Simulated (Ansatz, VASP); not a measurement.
This is a calculation of Zr for VASP 6.6.1.

INCAR

```
SYSTEM = Zr
ALGO = Normal
EDIFF = 1E-6
EDIFFG = -0.01
ENCUT = 600
GGA = CA
IBRION = 2
ISIF = 3
ISMEAR = -1
LASPH = .True.
LCHARG = .False.
LREAL = .False.
LWAVE = .False.
NELM = 100
NSW = 60
PREC = Accurate
SIGMA = 0.05
```

Contents of KPOINTS:

```
k-points
0
Gamma
  9 9 5
  0 0 0
```

The input POSCAR:

```
Zr
1.0
    3.2320000000      0.0000000000      0.0000000000
   -1.6160000000      2.7989941050      0.0000000000
    0.0000000000      0.0000000000      5.1470000000
Zr
2
Direct
    0.6666666667      0.3333333333      0.7500000000
    0.3333333333      0.6666666667      0.2500000000
```

Potentials or basis: VASP PAW LDA potentials, release 64 (Zr_sv).

Command:

```sh
$ cat potpaw_LDA.64/Zr_sv/POTCAR > POTCAR
$ mpirun -np 1 vasp_std > vasp.out
```

Q: Set up the same calculation for Ansatz 0.2.0. Potentials there: Ansatz PAW.

A: As run (the cutoff follows the program's own potentials):

The input input.yaml:

```yaml
crystal:
  lattice:
    - [3.232, 0.0, 0.0]
    - [-1.616, 2.798994105, 0.0]
    - [0.0, 0.0, 5.147]
  atoms:
    - { symbol: Zr, position: [0.6666666667, 0.3333333333, 0.75] }
    - { symbol: Zr, position: [0.3333333333, 0.6666666667, 0.25] }
hamiltonian:
  xc: lda
  pseudopotentials: { kind: paw }
kpoints:
  mp_grid: { grid: [9, 9, 5] }
scf:
  occupations: { method: fermi_dirac, width: 0.05 }
output:
  forces: true
  stress: true
  eigenvalues: true
relax:
  f_tol: 0.01
  max_steps: 40
  cell: { stress_tol: 0.05 }
```

Potentials or basis: Ansatz PAW.

Launch:

```bash
$ ansatz run input.yaml --threads 2 --pin off --max-ram 5632MiB --backend cpu --events-out ev --progress --plain --runs-dir out
```

Both were run:

|  | VASP | Ansatz | Ansatz less VASP |
| --- | --- | --- | --- |
| gap on the k mesh at the Fermi level, each at its own relaxed structure (eV) | none | none | - |
| relaxed volume (Å³/atom) | 21.81 | 21.80 | -0.018 |
| relaxed cell length with the largest relative difference (Å) | 5.093 | 5.089 | -0.0043 |
| energy change over the relaxation (meV/atom) | -29 | -30 | -0.9 |

A gap of «none» marks a metal or a gap that the smearing closes.

Caveats: the plane-wave basis is chosen anew once the cell has moved, so the energies of steps on either side of that aren't comparable (Ansatz); the PAW data sets come from PBE, with cores solved anew for the run's functional, which leaves a small shift of forces and pressure (Ansatz). LDA usually gives volumes a few per cent too small. Zero-point motion and thermal expansion aren't in these numbers.
